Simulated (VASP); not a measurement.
# MnNi3: Ni into a neighbouring Ni vacancy, part 3 of 5

How hard is this move in MnNi3: Ni into a neighbouring Ni vacancy? Both ends are relaxed first, then a band of images between them. The start is a cell from a database of measured crystal structures.

VASP 6.6.1; PBEsol, spin-polarised from a ferromagnetic start; plane waves and PAW (Ni, Mn).

Still holding for the runs below: The magnetic state follows from one typed start and may not be the lowest.

So far. Step 2 (Relax the host): The run ended after 3 ionic steps, 0.157 eV below its first step, once forces and stress met EDIFFG = -0.02. Step 3 (Relax the host again, on a new basis): The start already met the threshold, so nothing moved.

**4. Relax the start**

System of this step: Mn4Ni11. The cell holds 15 atoms: 11 Ni and 4 Mn. Cell: a = 6.062 Å, b = 6.062 Å, c = 6.062 Å, α = 109.5°, β = 109.5°, γ = 109.5°. It derives from MnNi3. Nearest the centre at fractional (0.250, 0.375, 0.375): Ni4 at 1.24 Å, Mn12 at 2.10 Å, Mn15 at 2.15 Å, Ni11 at 2.17 Å, Ni8 at 2.17 Å, Ni2 at 2.75 Å, Ni6 at 2.77 Å, Ni5 at 2.78 Å.

A path needs two true minima; the start is relaxed with symmetry off.

INCAR

```
SYSTEM = Mn4Ni11
PREC = Normal
ENCUT = 280
EDIFF = 1E-05
NELM = 120
ISMEAR = 1
SIGMA = 0.15
LREAL = Auto
ALGO = Fast
GGA = PS
NBANDS = 109
ISPIN = 2
MAGMOM = 1 1 1 1 1 1 1 1 1 1 1 4 4 4 4
LMAXMIX = 4
LORBIT = 11
LWAVE = .FALSE.
LCHARG = .FALSE.
KPAR = 3
IBRION = 2
NSW = 60
ISIF = 2
EDIFFG = -0.05
POTIM = 0.4
MAXMIX = 40
ISYM = 0
```

POSCAR

```
Mn4Ni11
1.0
   -3.5001297764      3.5001297764      3.5001297764
    3.5001297764     -3.5001297764      3.5001297764
    3.5001297764      3.5001297764     -3.5001297764
Ni Mn
11 4
Direct
    0.7532914643      0.7519314177      0.5033347402
    0.7538619438      0.2475521403     -0.0011365332
    0.2527018727      0.7495075016      0.0001261807
    0.2516431826      0.5024023266      0.2509215508
    0.7481571276     -0.0034815092      0.2474304837
    0.7492779278      0.5008753660      0.7518244133
    0.2492884548     -0.0022106788      0.7470312509
    0.5065734366      0.2520888409      0.2529097804
   -0.0058963109      0.7417547784      0.2368571281
    0.0012312827      0.2494146832      0.7494041723
    0.4957440842      0.7549719121      0.7528736591
    0.0037420509      0.0077306704      0.0076839282
    0.4957698413      0.4990099178     -0.0061771468
    0.4945414061     -0.0016405465      0.4968048671
   -0.0029799512      0.4995134076      0.4970949783
```

KPOINTS

```
Automatic mesh
0
Gamma
4 4 4
0 0 0
```

The projector-augmented-wave data sets are Ni and Mn (PBE family, release 64).

Launch:

```console
mpirun -np 3 vasp_std
```

The log of the run:

```text
[banner, memory and clock lines left out]
running    3 mpi-ranks, on    1 nodes
 distrk:  each k-point on    1 cores,    3 groups
 distr:  one band on    1 cores,    1 groups

 POSCAR found type information on POSCAR NiMn
 POSCAR found :  2 types and      15 ions
 [... a notice as in an earlier step ...]

 LDA part: xc-table for (Slater+PW92), standard interpolation
 POSCAR, INCAR and KPOINTS ok, starting setup
 FFT: planning ... GRIDC
 FFT: planning ... GRID_SOFT
 FFT: planning ... GRID
 WAVECAR not read
 entering main loop
       N       E                     dE             d eps       ncg     rms          rms(c)
DAV:   1     0.856322211978E+03    0.85632E+03   -0.35940E+04 16032   0.108E+03
DAV:   2    -0.226403426829E+02   -0.87896E+03   -0.80869E+03 15696   0.288E+02
DAV:   3    -0.119190754222E+03   -0.96550E+02   -0.83721E+02 16048   0.119E+02
DAV:   4    -0.122036959458E+03   -0.28462E+01   -0.28276E+01 17491   0.253E+01
DAV:   5    -0.122120592277E+03   -0.83633E-01   -0.83619E-01 23518   0.368E+00    0.428E+01
RMM:   6    -0.110236196981E+03    0.11884E+02   -0.10413E+02 15696   0.536E+01    0.310E+01
RMM:   7    -0.123433736734E+03   -0.13198E+02   -0.25186E+01 15696   0.240E+01    0.684E+01
RMM:   8    -0.106219611960E+03    0.17214E+02   -0.69440E+00 15696   0.140E+01    0.144E+01
RMM:   9    -0.107011698126E+03   -0.79209E+00   -0.22090E+00 15696   0.651E+00    0.216E+01
RMM:  10    -0.105734858696E+03    0.12768E+01   -0.12241E+00 15704   0.572E+00    0.845E+00
RMM:  11    -0.105763862233E+03   -0.29004E-01   -0.44183E-01 15733   0.312E+00    0.934E+00
RMM:  12    -0.105448185048E+03    0.31568E+00   -0.19237E-01 15719   0.225E+00    0.441E+00
RMM:  13    -0.105431301262E+03    0.16884E-01   -0.23207E-02 16214   0.688E-01    0.387E+00
RMM:  14    -0.105443711616E+03   -0.12410E-01   -0.11905E-02 15943   0.431E-01    0.326E+00
RMM:  15    -0.105479138108E+03   -0.35426E-01   -0.23787E-02 15703   0.681E-01    0.317E+00
RMM:  16    -0.105445404701E+03    0.33733E-01   -0.89917E-02 19112   0.127E+00    0.198E+00
RMM:  17    -0.105449267786E+03   -0.38631E-02   -0.97309E-03 15696   0.501E-01    0.133E+00
RMM:  18    -0.105458657906E+03   -0.93901E-02   -0.70276E-03 15696   0.401E-01    0.709E-01
RMM:  19    -0.105460018455E+03   -0.13605E-02   -0.21744E-03 15696   0.201E-01    0.536E-01
RMM:  20    -0.105460903621E+03   -0.88517E-03   -0.13945E-03 15697   0.156E-01    0.283E-01
RMM:  21    -0.105461226292E+03   -0.32267E-03   -0.74824E-04 15696   0.126E-01    0.281E-01
RMM:  22    -0.105460992143E+03    0.23415E-03   -0.28146E-04 15706   0.842E-02    0.105E-01
RMM:  23    -0.105461042628E+03   -0.50485E-04   -0.80262E-05 15745   0.387E-02    0.106E-01
RMM:  24    -0.105461051683E+03   -0.90548E-05   -0.51722E-05 15322   0.325E-02
   1 F= -.10546105E+03 E0= -.10546513E+03  d E =-.105461E+03  mag=    17.8323
 curvature:   0.00 expect dE= 0.000E+00 dE for cont linesearch  0.000E+00
 trial: gam= 0.00000 g(F)=  0.919E-01 g(S)=  0.000E+00 ort = 0.000E+00 (trialstep = 0.100E+01)
 search vector abs. value=  0.919E-01
 bond charge predicted
       N       E                     dE             d eps       ncg     rms          rms(c)
DAV:   1    -0.105486812916E+03   -0.25770E-01   -0.14179E+01 16648   0.101E+01    0.164E+00
RMM:   2    -0.105527591805E+03   -0.40779E-01   -0.16912E-01 15709   0.239E+00    0.143E+00
RMM:   3    -0.105543596353E+03   -0.16005E-01   -0.52340E-02 15972   0.975E-01    0.161E+00
RMM:   4    -0.105531729091E+03    0.11867E-01   -0.19838E-02 16230   0.655E-01    0.282E-01
RMM:   5    -0.105532531479E+03   -0.80239E-03   -0.79225E-03 19635   0.281E-01    0.397E-01
RMM:   6    -0.105531482948E+03    0.10485E-02   -0.10838E-03 15723   0.148E-01    0.160E-01
RMM:   7    -0.105531380937E+03    0.10201E-03   -0.59237E-04 15710   0.998E-02    0.244E-01
RMM:   8    -0.105531115416E+03    0.26552E-03   -0.46210E-04 15767   0.100E-01    0.106E-01
RMM:   9    -0.105531153670E+03   -0.38254E-04   -0.20955E-04 16381   0.560E-02    0.100E-01
RMM:  10    -0.105531100397E+03    0.53273E-04   -0.65426E-05 15152   0.379E-02    0.249E-02
RMM:  11    -0.105531097973E+03    0.24245E-05   -0.19736E-05 10990   0.157E-02
   2 F= -.10553110E+03 E0= -.10553503E+03  d E =-.700463E-01  mag=    17.8479
[...]
3 F= -.10555911E+03 E0= -.10556284E+03  d E =-.980624E-01  mag=    17.8706
[...]
4 F= -.10555917E+03 E0= -.10556291E+03  d E =-.981214E-01  mag=    17.8716
[...]
5 F= -.10556906E+03 E0= -.10557285E+03  d E =-.988301E-02  mag=    17.8761
[...]
6 F= -.10557625E+03 E0= -.10558010E+03  d E =-.170781E-01  mag=    17.8791
[...]
7 F= -.10558347E+03 E0= -.10558720E+03  d E =-.722371E-02  mag=    17.9045
[...]
8 F= -.10558817E+03 E0= -.10559158E+03  d E =-.119144E-01  mag=    17.9391
 curvature:  -3.63 expect dE=-0.705E-02 dE for cont linesearch -0.769E-05
 trial: gam= 0.37172 g(F)=  0.194E-02 g(S)=  0.000E+00 ort = 0.135E-03 (trialstep = 0.225E+01)
 search vector abs. value=  0.323E-02
 bond charge predicted
       N       E                     dE             d eps       ncg     rms          rms(c)
DAV:   1    -0.105581028644E+03    0.71335E-02   -0.23325E+00 16406   0.405E+00    0.761E-01
RMM:   2    -0.105589573178E+03   -0.85445E-02   -0.26081E-02 15721   0.948E-01    0.303E-01
RMM:   3    -0.105590932503E+03   -0.13593E-02   -0.73690E-03 17736   0.304E-01    0.140E-01
RMM:   4    -0.105590997817E+03   -0.65314E-04   -0.15839E-03 18876   0.133E-01    0.113E-01
RMM:   5    -0.105590916249E+03    0.81567E-04   -0.15630E-04 16287   0.518E-02    0.108E-01
RMM:   6    -0.105590853543E+03    0.62706E-04   -0.88038E-05 15699   0.408E-02    0.882E-02
RMM:   7    -0.105590810267E+03    0.43276E-04   -0.12796E-04 15992   0.407E-02    0.466E-02
RMM:   8    -0.105590807808E+03    0.24590E-05   -0.38990E-05 13022   0.260E-02
   9 F= -.10559081E+03 E0= -.10559390E+03  d E =-.264211E-02  mag=    17.9668
 trial-energy change:   -0.002642  1 .order   -0.002754   -0.004472   -0.001036
 step:   3.1845(harm=  2.9248)  dis= 0.01207  next Energy=  -105.591016 (dE=-0.285E-02)
 reached required accuracy - stopping structural energy minimisation
```

Wall time 11 min (3 MPI ranks of Intel Xeon 6975P-C (Granite Rapids), shared host); peak memory 1.4 GiB.

From OUTCAR (step 4):

```text
 Found     36 irreducible k-points:

   k-points           NKPTS =     36   k-points in BZ     NKDIM =     36   number of bands    NBANDS=    109

   dimension x,y,z NGX =    28 NGY =   28 NGZ =   28
   dimension x,y,z NGXF=    56 NGYF=   56 NGZF=   56

   ENCUT  =  280.0 eV  20.58 Ry    4.54 a.u.   8.27  8.27  8.27*2*pi/ulx,y,z

   NELECT =     138.0000    total number of electrons

 E-fermi :   7.9062

 spin component 1
 k-point     1 :       0.0000    0.0000    0.0000
  band No.  band energies     occupation
    ...
     70       7.5359      1.00133
     71       7.6368      1.01458
     72       7.7231      1.03545
     73       7.7413      1.03258
     74       7.8346      0.85734
     75       8.2153     -0.00654
     76       8.2164     -0.00637
     77       8.8492     -0.00000
     78       8.8501     -0.00000
     79       8.9065     -0.00000
    ...

 k-point     2 :       0.2500    0.0000    0.0000
  band No.  band energies     occupation
    ...
     72       7.5650      1.00298
     73       7.5809      1.00447
     74       7.6726      1.02503
     75       7.7217      1.03545
     76       7.8600      0.74716
     77       7.9975      0.07614
     78       8.3285     -0.00025
     79       8.4228     -0.00001
     80       8.4412     -0.00000
     81       8.4718     -0.00000
    ...

 k-point     3 :       0.0000    0.2500    0.0000
  band No.  band energies     occupation
    ...
     72       7.5645      1.00295
     73       7.5833      1.00473
     74       7.6719      1.02483
     75       7.7217      1.03545
     76       7.8595      0.74984
     77       7.9980      0.07466
     78       8.3285     -0.00025
     79       8.4233     -0.00001
     80       8.4408     -0.00000
     81       8.4726     -0.00000
    ...

 k-point     4 :       0.0000    0.0000    0.2500
  band No.  band energies     occupation
    ...
     72       7.5242      1.00094
     73       7.5719      1.00357
     74       7.7179      1.03532
     75       7.8600      0.74736
     76       7.8692      0.70176
     77       8.0885     -0.03544
     78       8.3412     -0.00016
     79       8.3570     -0.00009
     80       8.3912     -0.00002
     81       8.5166     -0.00000
    ...

  Total       -5.7156821     -5.7033179     -3.7025059      0.0297985      0.0159893     -0.0103197
  in kB      -53.3907742    -53.2752785    -34.5854877      0.2783509      0.1493573     -0.0963975
  external PRESSURE =     -47.0838468 kB  Pullay stress =       0.0000000 kB

  energy-cutoff  :      280.00
  volume of cell :      171.52
      direct lattice vectors                 reciprocal lattice vectors
    -3.500129776  3.500129776  3.500129776     0.000000000  0.142851846  0.142851846
     3.500129776 -3.500129776  3.500129776     0.142851846  0.000000000  0.142851846
     3.500129776  3.500129776 -3.500129776     0.142851846  0.142851846  0.000000000

 POSITION                                       TOTAL-FORCE (eV/Angst)
 -----------------------------------------------------------------------------------
      1.74544      1.74374      3.50229         0.003528      0.012904      0.003452
      1.75042      5.24461      0.00208        -0.008326      0.006595      0.003247
      5.24732      1.74748      0.00266         0.000011     -0.006224      0.003007
      1.74580      0.00223      1.78401         0.012673      0.013751      0.006475
      1.74987      0.00245      5.22075        -0.016232      0.014800     -0.011448
      1.74618      3.48972      1.78827         0.008335     -0.007857     -0.015884
      5.24853     -0.01082      1.71687        -0.004562     -0.005486      0.007403
      0.00820      1.74391      1.78651        -0.009673      0.019288     -0.015751
      0.00900      1.74890      5.22040        -0.015781     -0.014738     -0.007345
     -0.01089      5.24865      1.71403        -0.003753     -0.007669      0.029244
      3.48774      1.74565      1.78785         0.005970      0.006456     -0.008845
      0.06595      0.06574     -0.00033         0.038314      0.026546      0.007856
      3.42852      3.42591      0.00480        -0.033489     -0.029950     -0.011712
      0.06783      3.42601      0.00250         0.026278     -0.017136      0.001565
      3.42428      0.07273      0.00108        -0.003295     -0.011281      0.008736
 -----------------------------------------------------------------------------------
    total drift:                               -0.002374     -0.017501     -0.004818

  FREE ENERGIE OF THE ION-ELECTRON SYSTEM (eV)
  ---------------------------------------------------
  free  energy   TOTEN  =      -105.5908078085 eV

  energy  without entropy=     -105.6000753232  energy(sigma->0) =     -105.59389698

 total charge
# of ion       s       p       d       tot
------------------------------------------
    1        0.522   0.547   8.326   9.395
    2        0.531   0.548   8.338   9.417
    3        0.531   0.548   8.339   9.418
    4        0.530   0.515   8.339   9.384
    5        0.530   0.515   8.340   9.385
    6        0.530   0.515   8.339   9.384
    7        0.530   0.515   8.337   9.382
    8        0.530   0.515   8.338   9.383
    9        0.530   0.514   8.339   9.383
   10        0.530   0.516   8.339   9.385
   11        0.530   0.515   8.338   9.383
   12        0.377   0.365   5.003   5.745
   13        0.376   0.365   5.002   5.743
   14        0.376   0.365   5.001   5.743
   15        0.376   0.364   5.002   5.743
--------------------------------------------------
tot          7.330   7.222 111.720 126.272

 magnetization (x)
# of ion       s       p       d       tot
------------------------------------------
    1       -0.022  -0.038   0.572   0.512
    2       -0.017  -0.025   0.539   0.497
    3       -0.017  -0.025   0.538   0.497
    4       -0.018  -0.023   0.493   0.452
    5       -0.018  -0.022   0.492   0.451
    6       -0.018  -0.022   0.493   0.452
    7       -0.018  -0.023   0.493   0.452
    8       -0.018  -0.023   0.493   0.452
    9       -0.018  -0.022   0.493   0.452
   10       -0.018  -0.023   0.493   0.452
   11       -0.018  -0.022   0.493   0.452
   12        0.017   0.015   3.103   3.135
   13        0.017   0.015   3.109   3.141
   14        0.017   0.015   3.107   3.139
   15        0.017   0.015   3.109   3.141
--------------------------------------------------
tot         -0.134  -0.207  18.020  17.678

[... 1 part as in an earlier step ...]

[... 11 further parts left out ...]
```

CONTCAR:

```
Mn4Ni11
   1.00000000000000
    -3.5001297764000001    3.5001297764000001    3.5001297764000001
     3.5001297764000001   -3.5001297764000001    3.5001297764000001
     3.5001297764000001    3.5001297764000001   -3.5001297764000001
  Ni              Mn
    11     4
Direct
     0.7494058896328891    0.7496485764761825    0.4984368834016938
     0.7494999794658248    0.2503475825953402    0.9992529328241566
     0.2500099138482896    0.7499692094323460    0.9992204878059082
     0.2551668536611065    0.5042390669380430    0.2497090397195998
     0.7461429053392782    0.9957657813930856    0.2503217783033874
     0.7539696257064136    0.5049020374459603    0.7479571565547553
     0.2437114679884064    0.9950201964833996    0.7482162098041928
     0.5043264310600106    0.2563777236693821    0.2502923951986105
     0.9955775399985001    0.7470300823773667    0.2511188190565075
     0.9946314147362122    0.2432971096239729    0.7482235384836018
     0.5047665990008181    0.7536275462564531    0.7475991880645968
     0.0093441220519866    0.0093742959200106    0.0188118379216166
     0.4900828483766356    0.4904554193205417    0.9791674640798260
     0.4897677092139575    0.0100466534959195    0.4991014984563470
     0.0105445132196746    0.4893189466720033    0.4995542234252098
```

The steps of the relaxation:

```tsv
step	energy less that of the first step (eV)	largest force (eV/Å)
1	0.0000	0.6786
2	-0.0700	0.3995
3	-0.0981	0.2069
4	-0.0981	0.2192
5	-0.1080	0.1577
6	-0.1152	0.1412
7	-0.1224	0.0924
8	-0.1271	0.0900
9	-0.1298	0.0473
```

The atoms that moved most (Å):

```tsv
atom	dx	dy	dz	length
Mn15	-0.074	0.092	0.003	0.118
Mn14	0.066	-0.050	0.016	0.084
Ni9	0.063	0.037	-0.026	0.078
Mn13	-0.061	-0.041	0.001	0.074
Ni11	-0.055	0.018	0.045	0.073
Mn12	0.025	0.053	-0.014	0.060
Ni6	-0.016	-0.011	0.044	0.048
Ni10	-0.002	-0.006	-0.040	0.041
```

The relaxed structure:

```cif
data_structure
_symmetry_space_group_name_H-M 'P 1'
_symmetry_Int_Tables_number 1
_cell_length_a 6.0624
_cell_length_b 6.0624
_cell_length_c 6.0624
_cell_angle_alpha 109.471
_cell_angle_beta 109.471
_cell_angle_gamma 109.471
_cell_volume 171.52
loop_
_atom_site_label
_atom_site_type_symbol
_atom_site_fract_x
_atom_site_fract_y
_atom_site_fract_z
_atom_site_occupancy
Ni1 Ni 0.74941 0.74965 0.49844 1
Ni2 Ni 0.74950 0.25035 0.99925 1
Ni3 Ni 0.25001 0.74997 0.99922 1
Ni4 Ni 0.25517 0.50424 0.24971 1
Ni5 Ni 0.74614 0.99577 0.25032 1
Ni6 Ni 0.75397 0.50490 0.74796 1
Ni7 Ni 0.24371 0.99502 0.74822 1
Ni8 Ni 0.50433 0.25638 0.25029 1
Ni9 Ni 0.99558 0.74703 0.25112 1
Ni10 Ni 0.99463 0.24330 0.74822 1
Ni11 Ni 0.50477 0.75363 0.74760 1
Mn12 Mn 0.00934 0.00937 0.01881 1
Mn13 Mn 0.49008 0.49046 0.97917 1
Mn14 Mn 0.48977 0.01005 0.49910 1
Mn15 Mn 0.01054 0.48932 0.49955 1
```

Numbers from this step:

- electronic cycles: 80
- electrons: 138
- free energy (TOTEN): -105.5908 eV
- energy at zero smearing: -105.5939 eV
- Fermi energy: 7.906 eV
- moment of the cell, from the last line of the log: 17.97 μB

Spin moment in the PAW sphere by atom:

```tsv
atom	spin moment in the PAW sphere (μB)
Ni1	0.51
Ni2	0.50
Ni3	0.50
Ni4	0.45
Ni5	0.45
Ni6	0.45
Ni7	0.45
Ni8	0.45
Ni9	0.45
Ni10	0.45
Ni11	0.45
Mn12	3.13
Mn13	3.14
Mn14	3.14
Mn15	3.14
```

The run ended after 9 ionic steps, 0.130 eV below its first step, once the forces on the free atoms met EDIFFG = -0.05.

(Continued in part 4 of 5.)

[Lines on the potential files, build, host, timing and source positions are cut from VASP's logs without a mark.]

[Logs are printed without paths, hosts, clocks, repeated set-up lines and the standing remarks that a program may print on its own settings, such as how far it seeks lower states.]

[Hosts, paths, dates, database ids (printed as entryN), source tags and the programs' standing remarks are cut or masked in the printed files.]

[Runs that stopped without an error message from VASP are left out.]
